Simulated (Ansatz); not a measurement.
# CdS: from a guess to a relaxed structure, part 2 of 2

Where does this trial cell of CdS go when cell and atoms are let free, and does the end survive a random kick?

Ansatz 0.2.0; DFT PBE, scalar-relativistic, plane waves, PAW.

## 4. Reference for the kick test

File input.yaml:

```yaml
crystal:
  lattice:
    - [-1.9387911818, 3.3580848322, 0.0]
    - [0.0, 0.0, 6.4775172545]
    - [5.8163735455, 3.3580848322, 0.0]
  atoms:
    - { symbol: Cd, position: [0.5, 1.0, 0.5] }
    - { symbol: Cd, position: [0.0, 1.0, 0.0] }
    - { symbol: Cd, position: [1.0, 0.5, 0.0] }
    - { symbol: Cd, position: [0.5, 0.5, 0.5] }
    - { symbol: S, position: [0.5, 0.25, 0.1666666667] }
    - { symbol: S, position: [1.0, 0.25, 0.6666666667] }
    - { symbol: S, position: [1.0, 0.75, 0.3333333333] }
    - { symbol: S, position: [0.5, 0.75, 0.8333333333] }
basis:
  ecutwfc: 420
kpoints:
  mp_grid: { grid: [4, 2, 2] }
hamiltonian:
  xc: pbe
scf:
  occupations: { method: gaussian, width: 0.1 }
  lower_state_search: "off"
output:
  forces: true
  stress: true
  eigenvalues: true
```

Command:

```bash
> ansatz run input.yaml --threads 1 --pin off --max-ram 2048MiB --backend cpu --events-out ev --progress --plain --runs-dir out
```

The log of the run (excerpt; [...] marks lines left out):

```text
[...]
SCF converged after 6 iterations
Free energy (F): -36629.824142 eV
[...]
E sigma→0 (E₀):  -36629.824138 eV
Entropy (-TS):   -0.000009 eV (-0.001 meV/atom)
Fermi energy:    9.537526 eV
[...]
--- Forces (eV/Å), atoms counted from 1 ---
  atom   1  Cd    -0.00000000    -0.00000000     0.00000000
  atom   2  Cd    -0.00000000     0.00000000    -0.00000000
  atom   3  Cd    -0.00000000    -0.00000000     0.00000000
  atom   4  Cd     0.00000000    -0.00000000     0.00000000
  atom   5  S      0.01086574     0.00627334     0.00000000
  atom   6  S      0.01086574     0.00627334     0.00000000
  atom   7  S     -0.01086574    -0.00627334     0.00000000
  atom   8  S     -0.01086574    -0.00627334     0.00000000
[...]
--- Stress (GPa, compression-positive) ---
        0.030670      -0.074166       0.000000
       -0.074166       0.116310       0.000000
        0.000000       0.000000      -0.237627
  P = ⅓ Tr σ = -0.0302 GPa (-0.302 kbar)
--- Band table (eV; the first three rows and the last of 12) ---
[...]
```

Run time: 7 s. Hardware: 1 thread of Arm Neoverse V1, shared host; peak memory 0.42 GiB.

The cell holds 8 atoms, 2 times the relaxed one.

## 5. Kicked and relaxed without symmetry

Atoms are moved at random (σ = 0.05 Å a coordinate) and the cell is strained at random (σ = 1.5 % a component).

File input.yaml:

```yaml
crystal:
  lattice:
    - [-1.9679710228, 3.3458138747, -0.0657319012]
    - [0.0490437169, -0.0984769638, 6.7630570998]
    - [5.7621367927, 3.2639593038, -0.0070146352]
  atoms:
    - { symbol: Cd, position: [0.473368408, 0.9924350898, 0.5035245917] }
    - { symbol: Cd, position: [0.0019551911, 0.9873741532, 1.20368e-05] }
    - { symbol: Cd, position: [0.9880633367, 0.5062401231, -0.0089739287] }
    - { symbol: Cd, position: [0.5121268114, 0.5110703338, 0.4958915072] }
    - { symbol: S, position: [0.4940143497, 0.2518956915, 0.1712080484] }
    - { symbol: S, position: [1.0027442179, 0.2462529426, 0.6714863782] }
    - { symbol: S, position: [1.0138223561, 0.7521214757, 0.3281423472] }
    - { symbol: S, position: [0.5139053293, 0.7526101904, 0.8387090192] }
basis:
  ecutwfc: 420
kpoints:
  mp_grid: { grid: [4, 2, 2] }
hamiltonian:
  xc: pbe
scf:
  occupations: { method: gaussian, width: 0.1 }
  lower_state_search: "off"
output:
  forces: true
  stress: true
  eigenvalues: true
relax:
  adjacent_minimum: "off"
  f_tol: 0.025
  max_steps: 60
  cell: { stress_tol: 0.25 }
```

Command:

```bash
> ansatz run input.yaml --threads 1 --pin off --max-ram 2048MiB --backend cpu --events-out ev --progress --plain --runs-dir out
```

The log of the run:

```text
Warning: RAYON_NUM_THREADS=1 ignored (pool sized by the plan → 1); use --threads N
[... 9 set-up lines as earlier in the session ...]
Crystal: 8 atoms, lattice volume = 173.779 Å³
Basis set: ecut = 420 eV, 3393 PW (Γ), exchange–correlation on 54×96×90 points (8 copies of the dense FFT grid, shifted against one another)
Bands: 63, of which v1, the nominal top of the filled ones, is band 52 counted from 1 (51 counted from 0)
Symmetry: 1 space group operations
Space group: P1 (ITA 1), of the structure as read, at distance tolerance 5.6e-5 Å
k-points: 12 of 16 (time reversal used)
[... 8 set-up lines as earlier in the session ...]
SCF iter   1: F=—  HF=-36629.593026 eV  |F-HF|=—  |Δ(HF+E_count)|=         —  Δρ=1.78e-3  dr2=8.21e-3  ethr=1.77e-3  ⟨swp⟩=6.2  Hψ=2714  notcnv=0  defer=11
preconditioner: auto → Resta (q_TF=auto, 2.505 Å⁻¹)  ε∞=5.5  [insulator: Δε(μ)=0.201 eV  Ē_g=11.275 eV  σ=0.100 eV  W_gap=0.85  n_scr=42 (ndim 8)  ℏωp=23.9 eV  f_vac=0.020  D(μ)=0.52/eV (n_scr^D=0)  ε∞_Penn≈5.5]
SCF iter   2: F=—  HF=-36629.592355 eV  |F-HF|=—  |Δ(HF+E_count)|=   6.71e-4  Δρ=8.25e-4  dr2=1.57e-3  ethr=7.90e-6  ⟨swp⟩=2.0  Hψ=1306  notcnv=0  defer=17
SCF iter   3: F=—  HF=-36629.592133 eV  |F-HF|=—  |Δ(HF+E_count)|=   2.21e-4  Δρ=2.37e-4  dr2=1.63e-4  ethr=1.51e-6  ⟨swp⟩=2.0  Hψ=1119  notcnv=0  defer=17
SCF iter   4: F=—  HF=-36629.592114 eV  |F-HF|=—  |Δ(HF+E_count)|=   1.95e-5  Δρ=7.40e-5  dr2=1.09e-5  ethr=1.57e-7  ⟨swp⟩=2.0  Hψ=1119  notcnv=0  defer=17
SCF iter   5: F=—  HF=-36629.592211 eV  |F-HF|=—  |Δ(HF+E_count)|=   9.76e-5  Δρ=2.95e-5  dr2=1.27e-6  ethr=1.05e-8  ⟨swp⟩=2.0  Hψ=1071  notcnv=0  defer=17
SCF iter   6: F=-36629.592212 eV  HF=-36629.592212 eV  |F-HF|=1.09e-7  |Δ(HF+E_count)|=   2.93e-7  Δρ=6.74e-6  dr2=7.94e-8  ethr=9.62e-11  ⟨swp⟩=8.3  Hψ=3637  notcnv=0
SCF 1 converged in 6 iterations: F = -36629.592212 eV  dr2 = 7.94e-8
relax step   1: F+E_penalty+E_count = -36629.59221189 eV  Δ(F+E_penalty+E_count) = +0.000e0 eV  max|allowed force component| = 7.336e-1 eV/Å  Δτ_max = 0.0000 Å  P = -1.712 GPa  Ω = 173.779 Å³  (6 SCF iters, dr2 threshold 1.00e-7 eV, accepted)
Crystal: 8 atoms, lattice volume = 166.714 Å³
Basis set: ecut = 420 eV, 3265 PW (Γ), exchange–correlation on 54×96×90 points (8 copies of the dense FFT grid, shifted against one another)
[... 2 set-up lines as earlier in the session ...]
iter 1 solved again at ethr=1.13e-4 eV; its pass at ethr=3.10e-3 eV (dr2=1.18e-1 eV) is discarded
SCF iter   1: F=—  HF=-36629.782545 eV  |F-HF|=—  |Δ(HF+E_count)|=         —  Δρ=1.02e-2  dr2=1.21e-1  ethr=1.13e-4  ⟨swp⟩=1.2  Hψ=3358  notcnv=0
preconditioner: auto → Resta (q_TF=auto, 2.522 Å⁻¹)  ε∞=5.5  [insulator: Δε(μ)=0.558 eV  Ē_g=11.515 eV  σ=0.100 eV  W_gap=1.00  n_scr=44 (ndim 8)  ℏωp=24.4 eV  f_vac=0.019  D(μ)=0.00/eV (n_scr^D=0)  ε∞_Penn≈5.5]
SCF iter   2: F=—  HF=-36629.754055 eV  |F-HF|=—  |Δ(HF+E_count)|=   2.85e-2  Δρ=5.37e-3  dr2=3.49e-2  ethr=1.13e-4  ⟨swp⟩=1.7  Hψ=921  notcnv=0
SCF iter   3: F=—  HF=-36629.745719 eV  |F-HF|=—  |Δ(HF+E_count)|=   8.34e-3  Δρ=9.33e-4  dr2=3.89e-3  ethr=3.36e-5  ⟨swp⟩=3.0  Hψ=1200  notcnv=0
SCF iter   4: F=—  HF=-36629.745146 eV  |F-HF|=—  |Δ(HF+E_count)|=   5.73e-4  Δρ=3.81e-4  dr2=2.60e-4  ethr=3.74e-6  ⟨swp⟩=2.0  Hψ=1169  notcnv=0
SCF iter   5: F=—  HF=-36629.745297 eV  |F-HF|=—  |Δ(HF+E_count)|=   1.51e-4  Δρ=1.46e-4  dr2=3.45e-5  ethr=2.50e-7  ⟨swp⟩=2.0  Hψ=1333  notcnv=0
SCF iter   6: F=—  HF=-36629.745320 eV  |F-HF|=—  |Δ(HF+E_count)|=   2.22e-5  Δρ=6.53e-5  dr2=6.59e-6  ethr=3.31e-8  ⟨swp⟩=2.0  Hψ=1325  notcnv=0
SCF iter   7: F=-36629.745323 eV  HF=-36629.745322 eV  |F-HF|=5.81e-7  |Δ(HF+E_count)|=   2.46e-6  Δρ=1.74e-5  dr2=6.26e-7  ethr=7.69e-10  ⟨swp⟩=5.5  Hψ=3275  notcnv=0
SCF 2 converged in 7 iterations: F = -36629.745323 eV  dr2 = 6.26e-7
relax step   2: F+E_penalty+E_count = -36629.74532257 eV  Δ(F+E_penalty+E_count) = -1.531e-1 eV  max|allowed force component| = 6.182e-1 eV/Å  Δτ_max = 0.1266 Å  P = +1.179 GPa  Ω = 166.714 Å³  energy of the carried Pulay correction = +1.862e-3 eV  (7 SCF iters, dr2 threshold 8.00e-7 eV, accepted)
Crystal: 8 atoms, lattice volume = 169.309 Å³
Basis set: ecut = 420 eV, 3313 PW (Γ), exchange–correlation on 54×96×90 points (8 copies of the dense FFT grid, shifted against one another)
iter 1 solved again at ethr=3.40e-5 eV; its pass at ethr=3.10e-3 eV (dr2=3.53e-2 eV) is discarded
SCF iter   1: F=—  HF=-36629.834270 eV  |F-HF|=—  |Δ(HF+E_count)|=         —  Δρ=5.53e-3  dr2=3.55e-2  ethr=3.40e-5  ⟨swp⟩=1.8  Hψ=3548  notcnv=0
preconditioner: auto → Resta (q_TF=auto, 2.515 Å⁻¹)  ε∞=5.5  [insulator: Δε(μ)=0.514 eV  Ē_g=11.437 eV  σ=0.100 eV  W_gap=1.00  n_scr=44 (ndim 8)  ℏωp=24.2 eV  f_vac=0.025  D(μ)=0.00/eV (n_scr^D=0)  ε∞_Penn≈5.5]
SCF iter   2: F=—  HF=-36629.826148 eV  |F-HF|=—  |Δ(HF+E_count)|=   8.12e-3  Δρ=2.89e-3  dr2=9.25e-3  ethr=3.40e-5  ⟨swp⟩=2.3  Hψ=1140  notcnv=0
SCF iter   3: F=—  HF=-36629.824258 eV  |F-HF|=—  |Δ(HF+E_count)|=   1.89e-3  Δρ=5.31e-4  dr2=9.65e-4  ethr=8.89e-6  ⟨swp⟩=2.0  Hψ=1083  notcnv=0
SCF iter   4: F=—  HF=-36629.824133 eV  |F-HF|=—  |Δ(HF+E_count)|=   1.24e-4  Δρ=1.86e-4  dr2=7.65e-5  ethr=9.28e-7  ⟨swp⟩=2.9  Hψ=1174  notcnv=0
SCF iter   5: F=—  HF=-36629.824247 eV  |F-HF|=—  |Δ(HF+E_count)|=   1.13e-4  Δρ=6.77e-5  dr2=8.52e-6  ethr=7.36e-8  ⟨swp⟩=2.0  Hψ=1181  notcnv=0
SCF iter   6: F=—  HF=-36629.824252 eV  |F-HF|=—  |Δ(HF+E_count)|=   5.39e-6  Δρ=3.24e-5  dr2=1.65e-6  ethr=8.19e-9  ⟨swp⟩=2.0  Hψ=1308  notcnv=0
SCF iter   7: F=-36629.824253 eV  HF=-36629.824252 eV  |F-HF|=1.74e-7  |Δ(HF+E_count)|=   3.73e-7  Δρ=9.09e-6  dr2=1.79e-7  ethr=7.69e-10  ⟨swp⟩=8.2  Hψ=3169  notcnv=0
SCF 3 converged in 7 iterations: F = -36629.824253 eV  dr2 = 1.79e-7
relax step   3: F+E_penalty+E_count = -36629.82425264 eV  Δ(F+E_penalty+E_count) = -7.893e-2 eV  max|allowed force component| = 2.048e-2 eV/Å  Δτ_max = 0.0844 Å  P = -0.198 GPa  Ω = 169.309 Å³  energy of the carried Pulay correction = +1.165e-3 eV  (7 SCF iters, dr2 threshold 8.00e-7 eV, accepted)
Crystal: 8 atoms, lattice volume = 168.796 Å³
Basis set: ecut = 420 eV, 3303 PW (Γ), exchange–correlation on 54×96×90 points (8 copies of the dense FFT grid, shifted against one another)
iter 1 solved again at ethr=8.24e-7 eV; its pass at ethr=3.10e-3 eV (dr2=8.57e-4 eV) is discarded
SCF iter   1: F=—  HF=-36629.825680 eV  |F-HF|=—  |Δ(HF+E_count)|=         —  Δρ=1.07e-3  dr2=9.48e-4  ethr=8.24e-7  ⟨swp⟩=2.0  Hψ=3181  notcnv=0
preconditioner: auto → Resta (q_TF=auto, 2.517 Å⁻¹)  ε∞=5.5  [insulator: Δε(μ)=0.533 eV  Ē_g=11.445 eV  σ=0.100 eV  W_gap=1.00  n_scr=44 (ndim 8)  ℏωp=24.3 eV  f_vac=0.024  D(μ)=0.00/eV (n_scr^D=0)  ε∞_Penn≈5.5]
SCF iter   2: F=—  HF=-36629.825477 eV  |F-HF|=—  |Δ(HF+E_count)|=   2.03e-4  Δρ=5.48e-4  dr2=1.91e-4  ethr=8.24e-7  ⟨swp⟩=2.0  Hψ=997  notcnv=0
SCF iter   3: F=—  HF=-36629.825560 eV  |F-HF|=—  |Δ(HF+E_count)|=   8.33e-5  Δρ=8.93e-5  dr2=6.94e-6  ethr=1.84e-7  ⟨swp⟩=2.0  Hψ=1054  notcnv=0
SCF iter   4: F=—  HF=-36629.825563 eV  |F-HF|=—  |Δ(HF+E_count)|=   2.60e-6  Δρ=1.45e-5  dr2=4.24e-7  ethr=6.68e-9  ⟨swp⟩=2.1  Hψ=938  notcnv=0
SCF iter   5: F=-36629.825563 eV  HF=-36629.825563 eV  |F-HF|=4.62e-8  |Δ(HF+E_count)|=   1.27e-7  Δρ=8.32e-6  dr2=9.55e-8  ethr=1.98e-10  ⟨swp⟩=6.2  Hψ=2844  notcnv=0
SCF 4 converged in 5 iterations: F = -36629.825563 eV  dr2 = 9.55e-8
relax step   4: F+E_penalty+E_count = -36629.82556262 eV  Δ(F+E_penalty+E_count) = -1.310e-3 eV  max|allowed force component| = 3.078e-3 eV/Å  Δτ_max = 0.0198 Å  P = -0.007 GPa  Ω = 168.796 Å³  energy of the carried Pulay correction = +1.302e-3 eV  (5 SCF iters, dr2 threshold 2.06e-7 eV, accepted)
Basis set: ecut = 420 eV, 3303 PW (Γ), exchange–correlation on 54×90×90 points (8 copies of the dense FFT grid, shifted against one another)
[... 1 set-up line as earlier in the session ...]
iter 1 solved again at ethr=4.03e-8 eV; its pass at ethr=3.10e-3 eV (dr2=4.19e-5 eV) is discarded
SCF iter   1: F=—  HF=-36629.824231 eV  |F-HF|=—  |Δ(HF+E_count)|=         —  Δρ=9.58e-5  dr2=2.32e-6  ethr=4.03e-8  ⟨swp⟩=3.0  Hψ=4676  notcnv=0
preconditioner: auto → Resta (q_TF=auto, 2.517 Å⁻¹)  ε∞=5.5  [insulator: Δε(μ)=0.532 eV  Ē_g=11.444 eV  σ=0.100 eV  W_gap=1.00  n_scr=44 (ndim 8)  ℏωp=24.3 eV  f_vac=0.024  D(μ)=0.00/eV (n_scr^D=0)  ε∞_Penn≈5.5]
SCF iter   2: F=—  HF=-36629.824249 eV  |F-HF|=—  |Δ(HF+E_count)|=   1.84e-5  Δρ=4.88e-5  dr2=6.74e-7  ethr=2.23e-9  ⟨swp⟩=2.9  Hψ=1567  notcnv=0
SCF iter   3: F=—  HF=-36629.824250 eV  |F-HF|=—  |Δ(HF+E_count)|=   1.08e-6  Δρ=8.02e-6  dr2=2.11e-8  ethr=6.49e-10  ⟨swp⟩=2.1  Hψ=1096  notcnv=0
SCF iter   4: F=-36629.824250 eV  HF=-36629.824250 eV  |F-HF|=8.66e-10  |Δ(HF+E_count)|=   2.54e-8  Δρ=1.02e-6  dr2=1.24e-9  ethr=1.92e-12  ⟨swp⟩=4.7  Hψ=3024  notcnv=0
SCF 5 converged in 4 iterations: F = -36629.824250 eV  dr2 = 1.24e-9
relax step   5: F+E_penalty+E_count = -36629.82425010 eV  Δ(F+E_penalty+E_count) = +1.313e-3 eV  max|allowed force component| = 3.113e-3 eV/Å  Δτ_max = 0.0000 Å  P = -0.008 GPa  Ω = 168.796 Å³  stress off target by 5.68e-2 GPa  SCF on the basis re-selected at this cell (its energy is not comparable with the rows above)  (4 SCF iters)
basis re-selected at this cell: Δ(F+E_penalty+E_count) = +1.313e-3 eV, ΔP = -0.001 GPa vs the last step (what re-selecting the basis moved, of the pressure what is left beyond the Pulay correction that the steps carried, after the strain that the cell walked since its last selection, with what the two solves' SCF thresholds leave and, on support functions, any second-order correction that the steps lacked; it is no measure of the basis error at this ecutwfc). The dense FFT grid was sized anew with the basis: this SCF ran on 27×45×45 points, the steps before it on 27×48×45, so part of this shift can come from that change (see relax.cell in the input reference). This SCF's stress stands 5.68e-2 GPa from its target on what of the cell is left free (relax.cell.stress_tol is 2.50e-1 GPa) and its largest allowed force component is 3.11e-3 eV/Å (relax.f_tol is 2.50e-2 eV/Å): within both
SCF converged after 4 iterations
Free energy (F): -36629.824250 eV
Harris-Foulkes:  -36629.824250 eV  (|F-HF|=8.66e-10)
Internal energy: -36629.824243 eV  (E = F + TS)
E sigma→0 (E₀):  -36629.824246 eV
Entropy (-TS):   -0.000007 eV (-0.001 meV/atom)
Fermi energy:    9.523776 eV
--- Per-component energies (eV) ---
  E_band       = -1808.336904
  E_kinetic    = 2443.758416
  E_local      = -14594.617797  (includes V_loc(G=0)·N_el)
  E_nonlocal   = 252.581445
  E_hartree    = 6755.561769
  E_xc         = -1093.326898
  E_vxc        = -1233.605001  (∫ρ·V_xc dr)
  E_paw        = -18738.826774  (= ΣΔE_a)
  E_vpaw       = -2187.576366  (= ΣTr[D̂ρ^β])
  E_aug_tail   = 0.000063  (compensation charges beyond the density's cutoff)
  E_ewald      = -11654.954467
  E_smearing   = -0.000007  (= −TS)
  E_closure    = -0.000000  (closes the sum)
  Σ components = -36629.824250   (vs F -36629.824250, Δ=0.00e0)
--- Forces (eV/Å), atoms counted from 1 ---
  atom   1  Cd    -0.00216879     0.00100268    -0.00132173
  atom   2  Cd    -0.00089534     0.00049268     0.00098647
  atom   3  Cd     0.00078341    -0.00001252    -0.00048768
  atom   4  Cd     0.00153879     0.00047478    -0.00107470
  atom   5  S      0.00311341    -0.00127932     0.00045446
  atom   6  S      0.00161139     0.00101597     0.00056560
  atom   7  S     -0.00184705    -0.00144779     0.00016133
  atom   8  S     -0.00213352    -0.00024657     0.00071592
  max |Σ_I F_I| component: 2.31e-6 eV/Å
--- Stress (GPa, compression-positive) ---
       -0.029706      -0.002815      -0.020150
       -0.002815       0.013145       0.049928
       -0.020150       0.049928      -0.006592
  P = ⅓ Tr σ = -0.0077 GPa (-0.077 kbar)
--- Band table (eV; the first three rows and the last of 12) ---
  k-point 0: bands = ["-92.3928", "-92.3928", "-92.3923", "-92.3922", "-53.4832", "-53.4831", "-53.4732", "-53.4731", "-53.4667", "-53.4659", "-53.4644", "-53.4639", "-53.4618", "-53.4611", "-53.4610", "-53.4604", "-3.4038", "-2.5617", "-2.3725", "-2.3183", "1.1567", "1.2025", "1.2421", "1.2663", "1.2689", "1.3308", "1.3811", "1.5644", "1.5852", "1.5988", "1.6011", "1.6108", "1.7317", "1.7591", "1.7893", "1.8332", "1.8350", "1.8537", "2.0291", "2.3478", "4.5332", "4.8351", "5.6529", "6.2796", "7.2233", "7.8580", "8.4134", "8.4960", "8.5076", "9.1786", "9.2250", "9.2542", "9.7865", "11.7252", "12.6265", "12.9430", "12.9796", "15.1043", "15.8527", "15.9597", "16.2053", "16.2065", "16.8598"]
  k-point 1: bands = ["-92.3928", "-92.3928", "-92.3923", "-92.3922", "-53.4831", "-53.4831", "-53.4731", "-53.4731", "-53.4663", "-53.4662", "-53.4642", "-53.4641", "-53.4615", "-53.4613", "-53.4608", "-53.4606", "-2.9832", "-2.9831", "-2.4086", "-2.4085", "1.2153", "1.2153", "1.2758", "1.2758", "1.4690", "1.4690", "1.5022", "1.5023", "1.6559", "1.6559", "1.6906", "1.6906", "1.7358", "1.7358", "1.7734", "1.7735", "1.8250", "1.8251", "1.8297", "1.8298", "5.0484", "5.0484", "5.9802", "5.9802", "7.2806", "7.2808", "7.8035", "7.8037", "8.6484", "8.6485", "9.2027", "9.2028", "12.2478", "12.2480", "13.1842", "13.1844", "13.6724", "13.6726", "15.7038", "15.7038", "16.1334", "16.1334", "16.7318"]
  k-point 2: bands = ["-92.3926", "-92.3925", "-92.3925", "-92.3924", "-53.4778", "-53.4778", "-53.4776", "-53.4776", "-53.4662", "-53.4657", "-53.4654", "-53.4650", "-53.4618", "-53.4611", "-53.4611", "-53.4605", "-2.9503", "-2.9501", "-2.4458", "-2.4408", "1.4424", "1.4427", "1.4552", "1.4562", "1.4648", "1.4658", "1.4843", "1.4872", "1.4949", "1.4973", "1.5806", "1.5815", "1.6751", "1.6757", "1.6835", "1.6838", "1.8139", "1.8140", "1.9015", "1.9021", "4.7228", "4.7282", "5.8399", "5.8402", "7.9552", "7.9676", "8.0882", "8.0927", "8.8313", "8.8345", "8.9557", "8.9586", "11.3711", "11.3741", "12.2010", "12.2016", "15.1363", "15.1612", "15.9884", "15.9908", "16.3172", "16.3207", "16.4314"]
  k-point 11: bands = ["-92.3926", "-92.3925", "-92.3925", "-92.3924", "-53.4779", "-53.4778", "-53.4777", "-53.4776", "-53.4662", "-53.4659", "-53.4656", "-53.4653", "-53.4621", "-53.4616", "-53.4614", "-53.4609", "-2.4706", "-2.4703", "-2.4347", "-2.4303", "1.4720", "1.4739", "1.4849", "1.4854", "1.4923", "1.4946", "1.5023", "1.5033", "1.5762", "1.5770", "1.5846", "1.5851", "1.8110", "1.8113", "1.8120", "1.8127", "1.8994", "1.9000", "1.9063", "1.9067", "4.6965", "4.6977", "4.7352", "4.7416", "7.9075", "7.9139", "8.0194", "8.0245", "8.0968", "8.1061", "8.1455", "8.1517", "11.3408", "11.3419", "11.3684", "11.3695", "15.0703", "15.0864", "15.2510", "15.2610", "17.0169", "17.0299", "17.0991"]
--- Relaxed structure (4 steps of the walk, 4 accepted, 1 SCFs on fresh bases) ---
  F+E_penalty+E_count = -36629.82425010 eV   max|allowed force component| = 3.113e-3 eV/Å   (the final SCF, on the basis selected at the relaxed cell)
  cell:  # Å, volume = 168.7958 Å³
    - [-1.949817507302325, 3.3722358474688363, -0.0534553215687197]
    - [0.037424448676034484, -0.08691604978100434, 6.462312420355944]
    - [5.810565773168935, 3.349397176448003, -0.010129989758632767]
  atoms:
    - { symbol: Cd, position: [0.49938393993009994, 1.000224355654951, 0.5002864680890029] }
    - { symbol: Cd, position: [-0.0001062085801585011, 0.9999067743071847, 0.00012612376478624487] }
    - { symbol: Cd, position: [1.0003414640291868, 0.49994541790660946, -9.652430452388653e-5] }
    - { symbol: Cd, position: [0.49998031006833826, 0.5001893732372061, 0.4997325358392097] }
    - { symbol: S, position: [0.5003346076886154, 0.24990408227662514, 0.1675164421910188] }
    - { symbol: S, position: [0.999813682056119, 0.24995973323342124, 0.6675358862099203] }
    - { symbol: S, position: [1.000197790889986, 0.7499837135659946, 0.3324608411743732] }
    - { symbol: S, position: [0.5000544141178117, 0.7498865499180069, 0.8324382270362125] }
```

Run time: 54 s. Hardware: 1 thread of Arm Neoverse V1, shared host; peak memory 0.4 GiB.

The steps of the relaxation:

```csv
step,E - E(step 1) (eV/cell),largest force component (eV/Å),pressure (GPa),volume (Å³)
1,0.0000,0.7336,-1.71,173.78
2,-0.1531,0.6182,1.18,166.71
3,-0.2320,0.0205,-0.20,169.31
4,-0.2334,0.0031,-0.01,168.80
5,-0.2320,0.0031,-0.01,168.80
```

Step 1 is the start. Step 5 repeats the geometry before it on a plane-wave basis chosen anew for that cell, so its energy need not be comparable with the rows above.

|  | before | after | change |
| --- | --- | --- | --- |
| a (Å) | 3.882 | 3.896 | +0.3 % |
| b (Å) | 6.764 | 6.463 | -4.4 % |
| c (Å) | 6.622 | 6.707 | +1.3 % |
| α (°) | 90.11 | 90.18 | +0.1 % |
| β (°) | 90.93 | 90.07 | -0.9 % |
| γ (°) | 91.90 | 91.62 | -0.3 % |
| volume (Å³/atom) | 21.72 | 21.10 | -2.9 % |
| shortest distance (Å) | 2.628 | 2.733 | +4.0 % |
| space group (0.01 Å) | P1 | P-1 | changed |

Against the unmoved cell on the same mesh the energy changed by 0.0 meV/atom and the volume by +0.1 %. At a tolerance of 0.1 Å, which suits this loose relaxation, its space group is C2/c.

## 6. What came out

The summary covers parts 1 to 2. Changes of volume or cell count from the first structure of part 1.

| quantity | value |
| --- | --- |
| symmetry at the end (tolerance 0.02 Å) | space group P6_3/mmc (No. 194) |
| conventional cell | a = 3.878 Å, b = 3.878 Å, c = 6.478 Å, α = 90.00°, β = 90.00°, γ = 120.00° |
| volume | 21.09 Å³/atom |
| energy over the elements | -0.48 eV/atom |
| gap on the mesh | 0.55 eV |

What this shows: The space group P6_3/mmc (No. 194) is kept, and the volume per atom shrinks by 3.9 % from the first guess. It lies below the elements, which doesn't yet make it stable: competing phases were not computed in this session. The kick test gives no clear verdict at this accuracy.
